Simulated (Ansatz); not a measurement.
Ionic part of the dielectric constant of BN, mode by mode

The calculation used DFT r2SCAN, scalar-relativistic, plane waves, PAW (Ansatz 0.2.0). Cutoff 500 eV, 12×12×12 k-points (Γ-centred), fixed occupations. No spin polarisation. Phonons by linear response, acoustic sum rule imposed.

It takes space group Fmm2 (No. 42, orthorhombic). Conventional cell: a = 2.502 Å, b = 6.956 Å, c = 4.329 Å, α = 90.00°, β = 90.00°, γ = 90.00°. B (site symmetry mm2) is surrounded by 3 N at 1.44 Å. Around N (site symmetry mm2) lie 3 B at 1.44 Å.

The crystal is built of layers and no dispersion correction was added, so the binding between them is poorly described, and with it their spacing and whatever depends on it.

The primitive cell has V = 18.83 Å³ and ε∞,zz = 4.298. Each polar mode adds Δε = (4.92064×10⁷/V)·S/ν² along z, with S its oscillator strength in e²/amu, ν in cm⁻¹ and V in Å³.

Problem. From these modes, find each Δε and ε0,zz.
```json
{"ν (cm⁻¹)": "1370.2", "S_zz (e²/amu)": "1.207"}
```

Solution.
```tsv
ν (cm⁻¹)	Δε
1370.2	1.68
```

The sum is 1.679, so ε0,zz = 5.98; the run's tensor has 5.98.

Problem. Where do the longitudinal modes lie for a wave vector along z?

Solution. At 1616 cm⁻¹. The Lyddane–Sachs–Teller product Π(ν_LO/ν_TO)² = 1.39 matches ε0/ε∞ = 1.39.

This form isn't the usual stable structure of the compound.

Cost: 1 run of about 3.4 core-minutes, on AMD EPYC 9R45 (Zen 5) (shared hosts).